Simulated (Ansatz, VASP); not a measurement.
**AlN in VASP and in Ansatz**

```
Al N
1.0
     3.08862    0.00000    0.00000
    -1.54431    2.67482    0.00000
     0.00000    0.00000    5.14133
Al N
2 2
Cartesian
  0.0000 1.7832 0.0078
  1.5443 0.8916 2.5785
  0.0000 1.7832 1.9716
  1.5443 0.8916 4.5423
```

Change from the starting cell: engineering shear strain xz +0.0000, normal strain along z +0.0400.

Alike in both runs: task relaxation of the atoms; functional LDA; k mesh 9 × 9 × 6; occupations gaussian, width 0.05 eV; no spin polarisation.

|  | VASP | Ansatz |
| --- | --- | --- |
| version | VASP 6.6.1 | Ansatz 0.2.0 |
| potentials or method | VASP PAW LDA potentials, release 64 (Al, N) | scalar-relativistic, plane waves, PAW |
| plane-wave cutoff (eV) | 520 | 520 |
| valence electrons in the cell | 16 | 16 |

```tsv
	VASP	Ansatz	Ansatz less VASP
gap on the k mesh at the Fermi level, each at its own relaxed structure (eV)	4.12	4.12	-0.005
energy change over the relaxation (meV/atom)	-3	-3	+0.2
```

Ansatz warned: «pseudo_functional_mismatch».
